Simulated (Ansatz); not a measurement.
**Where the states of SiO$_{2}$ lie**

```cif
data_structure
_symmetry_space_group_name_H-M 'P4_2/mnm'
_symmetry_Int_Tables_number 136
_cell_length_a 4.1801
_cell_length_b 4.1801
_cell_length_c 2.6678
_cell_angle_alpha 90.000
_cell_angle_beta 90.000
_cell_angle_gamma 90.000
_cell_volume 46.62
loop_
_atom_site_label
_atom_site_type_symbol
_atom_site_symmetry_multiplicity
_atom_site_Wyckoff_symbol
_atom_site_fract_x
_atom_site_fract_y
_atom_site_fract_z
_atom_site_occupancy
Si1 Si 2 a 0.00000 0.00000 0.00000 1
O1 O 4 f 0.30670 0.30670 0.00000 1
```

The runs use the primitive cell with vectors (4.180, 0.000, 0.000), (0.000, 4.180, 0.000), (0.000, 0.000, 2.668) Å, to which the k mesh refers.

The structure is tetragonal, space group P4_2/mnm (No. 136). The conventional cell has a = 4.180 Å, b = 4.180 Å, c = 2.668 Å, α = 90.00°, β = 90.00°, γ = 90.00°. Around Si (site symmetry mmm) lie 6 O at 1.76 to 1.81 Å. Around O (site symmetry m2m) lie 3 Si at 1.76 to 1.81 Å.

The cell is COD entry 9001276, as deposited and not checked against the literature; nothing was relaxed.

Theory: Ansatz 0.2.0, DFT, PBEsol, all-electron LAPW, scalar-relativistic.

Numerical set-up: a Γ-centred 6×6×9 k mesh, Fermi–Dirac smearing of 0.03 eV, basis error target 1 meV/atom, no spin polarisation.

States per eV and cell, averaged over 0.6 eV, from -9.4 to 6.0 eV, with energies (bin centres) from the valence-band top; empty bins are left out. The partial columns, the largest 4 alone, are projections on Löwdin-orthogonalised atomic shells (those that the program's projection atoms carry: the occupied ones and, for some elements, an empty d or f shell; other empty shells have no column), summed over atoms of an element. Weights on diffuse s and p shells depend on that basis and aren't pure angular character.

| E (eV) | total | O 2p | Si 3p | Si 3s | O 2s |
| --- | --- | --- | --- | --- | --- |
| -9.2 | 1.57 | 1.06 | 0.15 | 0.26 | 0.09 |
| -8.6 | 1.21 | 0.84 | 0.15 | 0.13 | 0.07 |
| -8.0 | 1.86 | 1.34 | 0.34 | 0.08 | 0.08 |
| -7.4 | 1.81 | 1.33 | 0.32 | 0.07 | 0.08 |
| -6.8 | 2.09 | 1.56 | 0.35 | 0.08 | 0.08 |
| -6.2 | 2.79 | 2.14 | 0.44 | 0.07 | 0.11 |
| -5.6 | 2.66 | 2.12 | 0.36 | 0.05 | 0.10 |
| -5.0 | 2.24 | 1.85 | 0.26 | 0.03 | 0.07 |
| -4.4 | 2.87 | 2.48 | 0.25 | 0.02 | 0.07 |
| -3.8 | 3.99 | 3.65 | 0.18 | 0.02 | 0.06 |
| -3.2 | 2.94 | 2.76 | 0.07 | 0.01 | 0.03 |
| -2.6 | 2.78 | 2.63 | 0.05 | 0.01 | 0.03 |
| -2.0 | 3.36 | 3.22 | 0.03 | 0.01 | 0.02 |
| -1.4 | 3.80 | 3.69 | 0.02 | 0.00 | 0.02 |
| -0.8 | 1.10 | 1.07 | 0.01 | 0.00 | 0.01 |
| -0.2 | 0.20 | 0.19 | 0.00 | 0.00 | 0.00 |
| 5.8 | 0.02 | 0.00 | 0.00 | 0.01 | 0.01 |

(1) Which of the resolved shells contributes most in the top eV of the valence band?

Results:

(1) O 2p, with 97 % of all states there; Si 3p follows with 1 %.
